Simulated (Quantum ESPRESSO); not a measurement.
# KTaO3 (Pm-3m): zone-centre phonons, part 2 of 3

Aim: the zone-centre modes of KTaO3 (Pm-3m).

Quantum ESPRESSO 7.5; DFT LDA, scalar-relativistic, plane waves, PseudoDojo norm-conserving pseudopotentials.

So far. Step 2 (A probe with smearing): A gap of 2.1 eV opens on this mesh, so the crystal is taken as an insulator; the start stands at -7.6 GPa. Step 4 (Ground state): The cell stands at -0.029 GPa, close enough for phonons. The relaxed cell has a = 3.939 Å (conventional setting).

### Step 5. Linear response at Γ

At q = 0 one unit cell holds all displacements; symmetry groups them into irreducible representations that are solved one by one. The response to a field gives ε∞ and the Born charges, which polar modes need.

File ph.in:

```
phonons
&INPUTPH
  prefix = 'x'
  outdir = './tmp'
  fildyn = 'g.dyn'
  tr2_ph = 1.0d-18
  epsil  = .true.
/
0.000000000000 0.000000000000 0.000000000000
```

The run is started by

```
$ OMP_NUM_THREADS=1 mpirun -n 4 ph.x -nk 4 -in ph.in > ph.out
```

The log of the run:

```text
[banners, grids, parts of the stress and lines that vanish by symmetry left out]
[banner, memory and clock lines left out]
Program PHONON v.7.5

     ./tmp/x.save/

     IMPORTANT: XC functional enforced from input :
     Exchange-correlation= PW
                           (   1   4   0   0   0   0   0)
     Any further DFT definition will be discarded
     Please, verify this is what you really want

     G-vector sticks info

     Reading collected, re-writing distributed wavefunctions in ./tmp/

     Number and degeneracy of irreps per q-point
       N         xq(1)         xq(2)         xq(3)   N irreps
       1   0.000000000   0.000000000   0.000000000       5
        3   3   3   3   3

     Calculation of q =    0.0000000   0.0000000   0.0000000

     phonons

     bravais-lattice index     =            1
     lattice parameter (alat)  =       7.4428  a.u.
     unit-cell volume          =     412.2983 (a.u.)^3
     number of atoms/cell      =            5
     number of atomic types    =            3
     kinetic-energy cut-off    =      84.0000  Ry
     charge density cut-off    =     336.0000  Ry
     convergence threshold     =      1.0E-18
     beta                      =       0.7000
     number of iterations used =            4
     Exchange-correlation= PW
                           (   1   4   0   0   0   0   0)

     celldm(1)=    7.44281  celldm(2)=    0.00000  celldm(3)=    0.00000
     celldm(4)=    0.00000  celldm(5)=    0.00000  celldm(6)=    0.00000

     crystal axes: (cart. coord. in units of alat)
               a(1) = (  1.0000  0.0000  0.0000 )
               a(2) = (  0.0000  1.0000  0.0000 )
               a(3) = (  0.0000  0.0000  1.0000 )

     reciprocal axes: (cart. coord. in units 2 pi/alat)
               b(1) = (  1.0000  0.0000  0.0000 )
               b(2) = (  0.0000  1.0000  0.0000 )
               b(3) = (  0.0000  0.0000  1.0000 )

     Atoms inside the unit cell:

     Cartesian axes

     site n.  atom      mass           positions (alat units)
        1  K      39.0983   tau(    1) = (    0.50000    0.50000    0.50000  )
        2  Ta    180.9479   tau(    2) = (    0.00000    0.00000    0.00000  )
        3  O      15.9990   tau(    3) = (    0.50000    0.00000    0.00000  )
        4  O      15.9990   tau(    4) = (    0.00000    0.50000    0.00000  )
        5  O      15.9990   tau(    5) = (    0.00000    0.00000    0.50000  )

     Computing dynamical matrix for
                    q = (   0.0000000   0.0000000   0.0000000 )

     49 Sym.Ops. (with q -> -q+G )

     G cutoff =  471.4698  (  42931 G-vectors)     FFT grid: ( 45, 45, 45)
     number of k points=    20
                       cart. coord. in units 2pi/alat
        k(    1) = (   0.0000000   0.0000000   0.0000000), wk =   0.0092593
        k(    2) = (   0.0000000   0.0000000   0.1666667), wk =   0.0555556
        k(    3) = (   0.0000000   0.0000000   0.3333333), wk =   0.0555556
        [... further k-points left out ...]

     PseudoPot. # 1 for K  read from file:
     ./pseudo/K.upf
     Pseudo is Norm-conserving + core correction, Zval =  9.0

     PseudoPot. # 2 for Ta read from file:
     ./pseudo/Ta.upf
     Pseudo is Norm-conserving + core correction, Zval = 13.0

     PseudoPot. # 3 for O  read from file:
     ./pseudo/O.upf
     Pseudo is Norm-conserving + core correction, Zval =  6.0

     Mode symmetry, O_h (m-3m)  point group:

     Electric field:
     Dielectric constant
     Born effective charges as d Force / d E

     Atomic displacements:
     There are    5 irreducible representations

     Representation     1      3 modes -  To be done

     Representation     2      3 modes -  To be done

     Representation     3      3 modes -  To be done

     Representation     4      3 modes -  To be done

     Representation     5      3 modes -  To be done

     Alpha used in Ewald sum =   2.8000

     Electric Fields Calculation

      iter #   1   av.it.:   7.9
      thresh= 1.000E-02 alpha_mix =  0.700 |ddv_scf|^2 =  2.330E-08

      [... iterations left out ...]
      iter #   9   av.it.:  15.1
      thresh= 2.922E-10 alpha_mix =  0.700 |ddv_scf|^2 =  2.012E-19

     End of electric fields calculation

          Dielectric constant in cartesian axis

          (       5.438390702       0.000000000       0.000000000 )
          (       0.000000000       5.438390702       0.000000000 )
          (       0.000000000       0.000000000       5.438390702 )

          Effective charges (d Force / dE) in cartesian axis without acoustic sum rule applied (asr)

           atom    1  K     Mean Z*:        1.15459
      Ex  (        1.15459        0.00000        0.00000 )
      Ey  (        0.00000        1.15459        0.00000 )
      Ez  (        0.00000        0.00000        1.15459 )
           atom    2  Ta    Mean Z*:        8.72003
      Ex  (        8.72003        0.00000        0.00000 )
      Ey  (        0.00000        8.72003        0.00000 )
      Ez  (        0.00000        0.00000        8.72003 )
           atom    3  O     Mean Z*:       -3.30103
      Ex  (       -6.49530        0.00000        0.00000 )
      Ey  (        0.00000       -1.70390        0.00000 )
      Ez  (        0.00000        0.00000       -1.70390 )
           atom    4  O     Mean Z*:       -3.30103
      Ex  (       -1.70390        0.00000        0.00000 )
      Ey  (        0.00000       -6.49530        0.00000 )
      Ez  (        0.00000        0.00000       -1.70390 )
           atom    5  O     Mean Z*:       -3.30103
      Ex  (       -1.70390        0.00000        0.00000 )
      Ey  (        0.00000       -1.70390        0.00000 )
      Ez  (        0.00000        0.00000       -6.49530 )

          Effective charges Sum: Mean:       -0.02847
             -0.02847        0.00000        0.00000
              0.00000       -0.02847        0.00000
              0.00000        0.00000       -0.02847

          Effective charges (d Force / dE) in cartesian axis with asr applied:
           atom    1  K     Mean Z*:        1.16029
      E*x (        1.16029        0.00000        0.00000 )
      E*y (        0.00000        1.16029        0.00000 )
      E*z (        0.00000        0.00000        1.16029 )
           atom    2  Ta    Mean Z*:        8.72572
      E*x (        8.72572        0.00000        0.00000 )
      E*y (        0.00000        8.72572        0.00000 )
      E*z (        0.00000        0.00000        8.72572 )
           atom    3  O     Mean Z*:       -3.29534
      E*x (       -6.48960        0.00000        0.00000 )
      E*y (        0.00000       -1.69820        0.00000 )
      E*z (        0.00000        0.00000       -1.69820 )
           atom    4  O     Mean Z*:       -3.29534
      E*x (       -1.69820        0.00000        0.00000 )
      E*y (        0.00000       -6.48960        0.00000 )
      E*z (        0.00000        0.00000       -1.69820 )
           atom    5  O     Mean Z*:       -3.29534
      E*x (       -1.69820        0.00000        0.00000 )
      E*y (        0.00000       -1.69820        0.00000 )
      E*z (        0.00000        0.00000       -6.48960 )

     Representation #   1 modes #   1   2   3

     Self-consistent Calculation

      iter #   1   av.it.:   8.0
      thresh= 1.000E-02 alpha_mix =  0.700 |ddv_scf|^2 =  5.802E-07

      [... iterations left out ...]
      iter #   9   av.it.:  15.2
      thresh= 1.409E-10 alpha_mix =  0.700 |ddv_scf|^2 =  9.407E-20

     End of self-consistent calculation

     Convergence has been achieved

     Representation #   2 modes #   4   5   6

     Self-consistent Calculation

      iter #   1   av.it.:   8.7
      thresh= 1.000E-02 alpha_mix =  0.700 |ddv_scf|^2 =  1.369E-06

      [... iterations left out ...]
      iter #   9   av.it.:  15.2
      thresh= 2.476E-10 alpha_mix =  0.700 |ddv_scf|^2 =  1.971E-19

     End of self-consistent calculation

     Convergence has been achieved

     Representation #   3 modes #   7   8   9

     Self-consistent Calculation

      iter #   1   av.it.:   7.1
      thresh= 1.000E-02 alpha_mix =  0.700 |ddv_scf|^2 =  6.395E-07

      [... iterations left out ...]
      iter #   8   av.it.:  15.3
      thresh= 6.455E-10 alpha_mix =  0.700 |ddv_scf|^2 =  2.425E-19

     End of self-consistent calculation

     Convergence has been achieved

     Representation #   4 modes #  10  11  12

     Self-consistent Calculation

      iter #   1   av.it.:   7.9
      thresh= 1.000E-02 alpha_mix =  0.700 |ddv_scf|^2 =  7.374E-07

      [... iterations left out ...]
      iter #   9   av.it.:  15.3
      thresh= 1.807E-10 alpha_mix =  0.700 |ddv_scf|^2 =  1.558E-19

     End of self-consistent calculation

     Convergence has been achieved

     Representation #   5 modes #  13  14  15

     Self-consistent Calculation

      iter #   1   av.it.:   8.0
      thresh= 1.000E-02 alpha_mix =  0.700 |ddv_scf|^2 =  2.331E-07

      [... iterations left out ...]
      iter #   7   av.it.:  16.0
      thresh= 2.441E-10 alpha_mix =  0.700 |ddv_scf|^2 =  3.910E-20

     End of self-consistent calculation

     Convergence has been achieved

     Number of q in the star =    1
     List of q in the star:
          1   0.000000000   0.000000000   0.000000000

          Dielectric constant in cartesian axis

          (       5.438390702       0.000000000       0.000000000 )
          (       0.000000000       5.438390702       0.000000000 )
          (       0.000000000       0.000000000       5.438390702 )

          Effective charges (d Force / dE) in cartesian axis without acoustic sum rule applied (asr)

           atom    1  K     Mean Z*:        1.15459
      Ex  (        1.15459        0.00000        0.00000 )
      Ey  (        0.00000        1.15459        0.00000 )
      Ez  (        0.00000        0.00000        1.15459 )
           atom    2  Ta    Mean Z*:        8.72003
      Ex  (        8.72003        0.00000        0.00000 )
      Ey  (        0.00000        8.72003        0.00000 )
      Ez  (        0.00000        0.00000        8.72003 )
           atom    3  O     Mean Z*:       -3.30103
      Ex  (       -6.49530        0.00000        0.00000 )
      Ey  (        0.00000       -1.70390        0.00000 )
      Ez  (        0.00000        0.00000       -1.70390 )
           atom    4  O     Mean Z*:       -3.30103
      Ex  (       -1.70390        0.00000        0.00000 )
      Ey  (        0.00000       -6.49530        0.00000 )
      Ez  (        0.00000        0.00000       -1.70390 )
           atom    5  O     Mean Z*:       -3.30103
      Ex  (       -1.70390        0.00000        0.00000 )
      Ey  (        0.00000       -1.70390        0.00000 )
      Ez  (        0.00000        0.00000       -6.49530 )

          Effective charges Sum: Mean:       -0.02847
             -0.02847        0.00000        0.00000
              0.00000       -0.02847        0.00000
              0.00000        0.00000       -0.02847

          Effective charges (d Force / dE) in cartesian axis with asr applied:
           atom    1  K     Mean Z*:        1.16029
      E*x (        1.16029        0.00000        0.00000 )
      E*y (        0.00000        1.16029        0.00000 )
      E*z (        0.00000        0.00000        1.16029 )
           atom    2  Ta    Mean Z*:        8.72572
      E*x (        8.72572        0.00000        0.00000 )
      E*y (        0.00000        8.72572        0.00000 )
      E*z (        0.00000        0.00000        8.72572 )
           atom    3  O     Mean Z*:       -3.29534
      E*x (       -6.48960        0.00000        0.00000 )
      E*y (        0.00000       -1.69820        0.00000 )
      E*z (        0.00000        0.00000       -1.69820 )
           atom    4  O     Mean Z*:       -3.29534
      E*x (       -1.69820        0.00000        0.00000 )
      E*y (        0.00000       -6.48960        0.00000 )
      E*z (        0.00000        0.00000       -1.69820 )
           atom    5  O     Mean Z*:       -3.29534
      E*x (       -1.69820        0.00000        0.00000 )
      E*y (        0.00000       -1.69820        0.00000 )
      E*z (        0.00000        0.00000       -6.48960 )

     Diagonalizing the dynamical matrix

     q = (    0.000000000   0.000000000   0.000000000 )

 **************************************************************************
     freq (    1) =      -0.042227 [THz] =      -1.408540 [cm-1]
     freq (    2) =      -0.042227 [THz] =      -1.408540 [cm-1]
     freq (    3) =      -0.042227 [THz] =      -1.408540 [cm-1]
     freq (    4) =       2.742370 [THz] =      91.475616 [cm-1]
     freq (    5) =       2.742370 [THz] =      91.475616 [cm-1]
     freq (    6) =       2.742370 [THz] =      91.475616 [cm-1]
     freq (    7) =       5.527540 [THz] =     184.378886 [cm-1]
     freq (    8) =       5.527540 [THz] =     184.378886 [cm-1]
     freq (    9) =       5.527540 [THz] =     184.378886 [cm-1]
     freq (   10) =       7.460313 [THz] =     248.849262 [cm-1]
     freq (   11) =       7.460313 [THz] =     248.849262 [cm-1]
     freq (   12) =       7.460313 [THz] =     248.849262 [cm-1]
     freq (   13) =      16.652786 [THz] =     555.477140 [cm-1]
     freq (   14) =      16.652786 [THz] =     555.477140 [cm-1]
     freq (   15) =      16.652786 [THz] =     555.477140 [cm-1]
 **************************************************************************

     Mode symmetry, O_h (m-3m)  point group:

     freq (   1-   3) =         -1.4  [cm-1]   --> T_1u G_15  G_4- I
     freq (   4-   6) =         91.5  [cm-1]   --> T_1u G_15  G_4- I
     freq (   7-   9) =        184.4  [cm-1]   --> T_1u G_15  G_4- I
     freq (  10-  12) =        248.8  [cm-1]   --> T_2u G_25  G_5-
     freq (  13-  15) =        555.5  [cm-1]   --> T_1u G_15  G_4- I
```

Run time: 3.8 min. Hardware: 4 MPI ranks of AMD EPYC 9R45, shared host; 15 min of CPU time.

Read from the output:

- miss of the charge sum rule: 0.02848 e
- largest acoustic frequency at the zone centre before the sum rule: -1.41 cm⁻¹
- highest optical zone-centre mode (no LO-TO term): 555.5 cm⁻¹
- lowest optical zone-centre mode: 91.48 cm⁻¹
- mean high-frequency dielectric constant: 5.438
- largest Born charge in size (third of the trace): 8.72 e

Born charge (rows field, columns displacement), before the sum rule (e), principal values of the symmetric part by kind of site:

```csv
atom,atoms with these values,low,middle,high,mean
K1,1,1.15,1.15,1.15,1.15
Ta2,1,8.72,8.72,8.72,8.72
O3,3,-6.50,-1.70,-1.70,-3.30
```

In full for Ta2:

```
8.72 0.00 0.00
0.00 8.72 0.00
0.00 0.00 8.72
```

High-frequency dielectric tensor:

```
5.44 0.00 0.00
0.00 5.44 0.00
0.00 0.00 5.44
```

The acoustic modes at Γ come out as far as 1.4 cm⁻¹ from zero, where they should vanish, a small numerical error; the Born charges miss their sum rule by 0.028 e, which is fair.

[end of part 2 of 3]

[Host names and launcher messages were left out of these logs when they were recorded.]

[Logs are printed without paths, hosts, clocks, repeated set-up lines and the standing remarks that a program may print on its own settings, such as how far it seeks lower states.]

[Hosts, paths, dates, database ids (printed as entryN), source tags and the programs' standing remarks are cut or masked in the printed files.]
